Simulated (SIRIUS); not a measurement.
Runs of SIRIUS 7.12.0 on Pt. The structure is cubic, space group Fm-3m (No. 225). Conventional cell: a = 3.922 Å, b = 3.922 Å, c = 3.922 Å, α = 90.00°, β = 90.00°, γ = 90.00°. Pt (site symmetry m-3m) is surrounded by 12 Pt at 2.77 Å. 

```tsv
task	level	potentials or basis	k mesh	energy tol	density tol	mixer	mixing beta	max scf	V0 of scaled cells (Å³/atom)	B0 (GPa)
eos task	PBEsol	PseudoDojo 0.4.1 PBE standard (scalar relativistic)	8 × 8 × 8	1e-08 Ha	1e-06	anderson	0.7	100	(b)	(a)
equation of state	PBEsol	PseudoDojo 0.4.1 PBEsol standard (scalar relativistic)	12 × 12 × 12	-	-	-	-	-	15.02	287
eos task	RPBE	PseudoDojo 0.4.1 PBE standard (scalar relativistic)	8 × 8 × 8	1e-08 Ha	1e-06	anderson	0.7	100	15.83	(c)
eos task	revPBE	PseudoDojo 0.4.1 PBE standard (scalar relativistic)	8 × 8 × 8	1e-08 Ha	1e-06	anderson	0.7	100	15.75	240
eos task	LDA	PseudoDojo 0.4.1 PBE standard (scalar relativistic)	8 × 8 × 8	1e-08 Ha	1e-06	anderson	0.7	100	14.75	310
```

Alike in all rows: no spin polarisation; cell as given; cutoff (eV) 1152; smearing fermi-dirac 0.05 eV.

Problem. Estimate the missing entries.

Solution. (a) 291; (b) 15.00; (c) 235.

Caveats: the potentials were made for another functional, which shifts forces and pressure (some runs).

The runs were made with more than one version of the program.

Runs at the PBE level aren't shown here.
